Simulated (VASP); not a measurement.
The system is PbO.

```xyz
4
Lattice="3.5665 0.0000 0.0000 -1.7832 3.0886 0.0000 0.0000 0.0000 6.4701" Properties=species:S:1:pos:R:3 pbc="T T T"
Pb    0.0000    0.0000    0.0000
Pb    0.0000    0.0000    3.2351
O     0.0000    2.0591    1.6175
O     1.7832    1.0295    4.8526
```

The cell was built by a generator and needn't be a form met in nature.

Base run:

| Property | Result |
| --- | --- |
| Program | VASP 6.6.1 |
| Functional | PBE |
| Potentials or basis | VASP PAW PBE potentials, release 64 (Pb_d, O) |
| Cutoff | 520 eV |
| k mesh | 6 × 6 × 4 |
| Occupations | fermi-dirac, width 0.02 eV |
| Spin | no spin polarisation |

Its results: band gap on the k mesh none (metal or under the smearing width); pressure 2.6 GPa.

Q: The run is repeated on the same cell with these changes: functional from PBE to r2SCAN; further incar settings from ALGO = Normal; EDIFF = 1e-06; NBANDS = 28 to ALGO = Normal; EDIFF = 1e-07; NBANDS = 28. What comes out?

A: Band gap on the k mesh 0.07 eV, indirect (least direct gap 0.37 eV); pressure 0.2 GPa.

Caveats: the PAW data sets were made with another functional, which shifts forces and pressure a little (some runs); spin-orbit coupling is left out, which as a rule narrows the gap of such compounds by several tenths of an eV (some runs).

A k mesh can miss the band edges.

Not every run made on this cell is shown here.
